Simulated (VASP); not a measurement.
# PtSe2 (distorted 1T (CdI2) bulk), PBE single-point calculation: VASP's output and Ansatz's

POSCAR

```
Pt Se
 1.0000000000000000
     3.6758000000000002   -0.0436000000000000    0.0100000000000000
    -1.8756999999999999    3.1456000000000000   -0.0306000000000000
     0.0142000000000000   -0.0418000000000000    5.3262999999999998
 Pt  Se
   1   2
Cartesian
  0.0460194000000000  0.0286388000000000  0.0222558200000000
 -0.1090636999999999  2.0989686999999999  1.1771833299999999
  1.8622609300000001  1.0403851000000002  3.9636718099999997
```

VASP ran with the recommended PBE PAW datasets (22 valence electrons in the cell).

From OUTCAR

```
k-points           NKPTS =     76   k-points in BZ     NKDIM =     76   number of bands    NBANDS=     18

   NELECT =      22.0000    total number of electrons

   dimension x,y,z NGX =    28 NGY =   28 NGZ =   40
   dimension x,y,z NGXF=    56 NGYF=   56 NGZF=   80

  energy-cutoff  :      520.00
  volume of cell :       61.15
      direct lattice vectors                 reciprocal lattice vectors
     3.675800000 -0.043600000  0.010000000     0.273986047  0.163381394  0.000551741
    -1.875700000  3.145600000 -0.030600000     0.003791073  0.320189312  0.002502690
     0.014200000 -0.041800000  5.326300000    -0.000492622  0.001532767  0.187760934

 k-points in reciprocal lattice and weights: KPOINTS created by Atomic Simulation Env
   0.00000000  0.00000000  0.00000000       0.007
   0.16666667 -0.00000000  0.00000000       0.014
   0.33333333 -0.00000000  0.00000000       0.014
   0.50000000 -0.00000000  0.00000000       0.007
   0.00000000  0.16666667  0.00000000       0.014
   0.16666667  0.16666667  0.00000000       0.014
   0.33333333  0.16666667  0.00000000       0.014
   0.50000000  0.16666667  0.00000000       0.014
   ...

 E-fermi :   6.4542

 k-point     1 :       0.0000    0.0000    0.0000
  band No.  band energies     occupation
      1      -9.3920      2.00000
      2      -6.6879      2.00000
      3      -0.8614      2.00000
      4      -0.3426      2.00000
      5      -0.1164      2.00000
      6       2.1511      2.00000
      7       2.3041      2.00000
      8       3.7228      2.00000
      9       5.3972      2.00000
     10       5.7773      2.00000
     11       6.5558      0.01231
     12       8.2286      0.00000
     13       8.5296      0.00000
     14      10.4760      0.00000
     15      11.0668      0.00000
     16      13.7787      0.00000
     17      14.2572      0.00000
     18      18.0367      0.00000

 k-point     2 :       0.1667   -0.0000    0.0000
  band No.  band energies     occupation
      1      -9.0692      2.00000
      2      -6.7677      2.00000
      3      -0.5600      2.00000
      4      -0.1896      2.00000
      5       0.0252      2.00000
      6       1.8202      2.00000
      7       2.0889      2.00000
      8       3.2906      2.00000
      9       4.8992      2.00000
     10       5.1807      2.00000
     11       6.0577      2.00000
     12       7.5813      0.00000
     13       8.4838      0.00000
     14      11.8017      0.00000
     15      12.3722      0.00000
     16      13.6446      0.00000
     17      15.0650      0.00000
     18      15.8550      0.00000

 k-point     3 :       0.3333   -0.0000    0.0000
  band No.  band energies     occupation
      1      -8.2758      2.00000
      2      -6.9539      2.00000
      3      -0.4050      2.00000
      4       0.0534      2.00000
      5       0.6389      2.00000
      6       0.9273      2.00000
      7       2.1520      2.00000
      8       2.8440      2.00000
      9       3.9021      2.00000
     10       4.2554      2.00000
     11       4.6536      2.00000
     12       7.4677      0.00000
     13       8.7551      0.00000
     14      11.1907      0.00000
     15      12.9311      0.00000
     16      14.1701      0.00000
     17      14.6939      0.00000
     18      15.8032      0.00000

 k-point     4 :       0.5000   -0.0000    0.0000
  band No.  band energies     occupation
      1      -7.7162      2.00000
      2      -7.1096      2.00000
      3      -1.0478      2.00000
      4       0.1233      2.00000
      5       0.8004      2.00000
      6       1.7511      2.00000
      7       2.7614      2.00000
      8       2.7883      2.00000
      9       3.1951      2.00000
     10       3.3266      2.00000
     11       3.6787      2.00000
     12       7.2004      0.00000
     13       8.9489      0.00000
     14      11.2876      0.00000
     15      12.1755      0.00000
     16      13.8423      0.00000
     17      14.1214      0.00000
     18      17.6808      0.00000

 k-point     5 :       0.0000    0.1667    0.0000
  band No.  band energies     occupation
      1      -9.0506      2.00000
      2      -6.7880      2.00000
      3      -0.5011      2.00000
      4      -0.1444      2.00000
      5       0.0696      2.00000
      6       1.6910      2.00000
      7       2.0958      2.00000
      8       3.2146      2.00000
      9       4.7053      2.00000
     10       5.4178      2.00000
     11       6.1135      2.00000
     12       7.7422      0.00000
     13       8.1862      0.00000
     14      11.7577      0.00000
     15      12.4932      0.00000
     16      13.8013      0.00000
     17      14.8385      0.00000
     18      15.7112      0.00000

 ...

  Total        4.9358258      7.2714493      3.8202841     -0.4096757      1.2300811      0.9352198
  in kB      129.3310757    190.5302966    100.1010719    -10.7345347     32.2312257     24.5051170
  external PRESSURE =     139.9874814 kB  Pullay stress =       0.0000000 kB

 POSITION                                       TOTAL-FORCE (eV/Angst)
 -----------------------------------------------------------------------------------
      0.04602      0.02864      0.02226        -1.459762      0.102507     -2.028413
     -0.10906      2.09897      1.17718         1.223671      0.405811      2.304730
      1.86226      1.04039      3.96367         0.236091     -0.508318     -0.276317
 -----------------------------------------------------------------------------------
    total drift:                               -0.000017     -0.000057     -0.000042

  FREE ENERGIE OF THE ION-ELECTRON SYSTEM (eV)
  ---------------------------------------------------
  free  energy   TOTEN  =       -13.8461890967 eV

  energy  without entropy=      -13.8455781531  energy(sigma->0) =      -13.84588362
```

The two codes use different PAW datasets and cutoffs. VASP's cell holds 22 valence electrons and Ansatz's 50. Ansatz's stress includes a Pulay correction; VASP's doesn't.

Task: What does Ansatz give for the same cell and level of theory?

Result: gap between bands v and c on the k mesh -0.10 eV (bands overlap: a metal); least direct gap on the k mesh 0.89 eV; pressure 14.0 GPa; largest force 2.63 eV/Å.

Ansatz printed

```
SCF 1 converged in 7 iterations: F = -23461.915290 eV  dr2 = 7.28e-8
  greatest PAW one-centre occupation: 1.000 electrons in one spin orbital (limit 2), on the Pt atom at site 0 (counted from 0), in its partial waves of l = 0
SCF converged after 7 iterations
Free energy (F): -23461.915290 eV
Harris-Foulkes:  -23461.915290 eV  (|F-HF|=1.45e-7)
Internal energy: -23461.914712 eV  (E = F + TS)
E sigma→0 (E₀):  -23461.915001 eV
Entropy (-TS):   -0.000577 eV (-0.192 meV/atom)
Fermi energy:    13.191637 eV
--- Per-component energies (eV) ---
  E_band       = -965.626050
  E_kinetic    = 879.836698
  E_local      = -7099.632350  (includes V_loc(G=0)·N_el)
  E_nonlocal   = -990.834355
  E_hartree    = 3300.202873
  E_xc         = -472.622892
  E_vxc        = -502.489314  (∫ρ·V_xc dr)
  E_paw        = -13277.767370  (= ΣΔE_a)
  E_vpaw       = 147.088865  (= ΣTr[D̂ρ^β])
  E_aug_tail   = -0.000982  (compensation charges beyond the density's cutoff)
  E_ewald      = -5801.096335
  E_smearing   = -0.000577  (= −TS)
  E_closure    = -0.000000  (closes the sum)
  Σ components = -23461.915290   (vs F -23461.915290, Δ=0.00e0)
--- Forces (eV/Å), atoms counted from 1 ---
  atom   1  Pt    -1.45110307     0.10152108    -2.02005405
  atom   2  Se     1.21724817     0.40594904     2.29106873
  atom   3  Se     0.23384784    -0.50746857    -0.27105667
  max |Σ_I F_I| component: 4.20e-5 eV/Å
--- Stress (GPa, compression-positive) ---
       12.889821      -1.052772       2.436655
       -1.052771      19.009102       3.222237
        2.436655       3.222239       9.993127
  P = ⅓ Tr σ = 13.9640 GPa (139.640 kbar)
--- Band table (eV; the first three rows and the last of 76) ---
  k-point 0: bands = ["-86.4569", "-40.7741", "-40.6780", "-40.6358", "-35.4092", "-35.4060", "-35.3785", "-35.3648", "-35.3558", "-35.1601", "-35.1543", "-35.1492", "-35.1359", "-35.1339", "-2.6594", "0.0448", "5.8670", "6.3915", "6.6167", "8.8849", "9.0358", "10.4540", "12.1305", "12.5091", "13.2901", "14.9613", "15.2640", "17.2129", "17.8005"]
  k-point 1: bands = ["-86.4569", "-40.7741", "-40.6780", "-40.6358", "-35.4091", "-35.4060", "-35.3785", "-35.3648", "-35.3558", "-35.1602", "-35.1543", "-35.1492", "-35.1359", "-35.1339", "-2.5068", "-0.3176", "6.3676", "6.4797", "6.6699", "8.8771", "9.0258", "10.3989", "12.0353", "12.3004", "12.3840", "15.2211", "15.5052", "17.5170", "18.8403"]
  k-point 2: bands = ["-86.4569", "-40.7741", "-40.6780", "-40.6358", "-35.4091", "-35.4060", "-35.3785", "-35.3648", "-35.3558", "-35.1602", "-35.1543", "-35.1492", "-35.1360", "-35.1339", "-2.3055", "-0.7037", "6.3995", "6.6275", "7.2603", "8.8693", "9.0171", "10.2186", "11.5291", "11.9587", "12.1714", "15.4887", "15.7836", "17.9627", "19.6607"]
  k-point 75: bands = ["-86.4566", "-40.7851", "-40.6820", "-40.6357", "-35.4104", "-35.4062", "-35.3792", "-35.3641", "-35.3559", "-35.1600", "-35.1545", "-35.1486", "-35.1361", "-35.1332", "-0.9817", "-0.3911", "5.3167", "7.1117", "7.4722", "7.9407", "9.4488", "9.5382", "9.8210", "10.5384", "11.5137", "14.5341", "14.8607", "17.7494", "18.2026"]
```
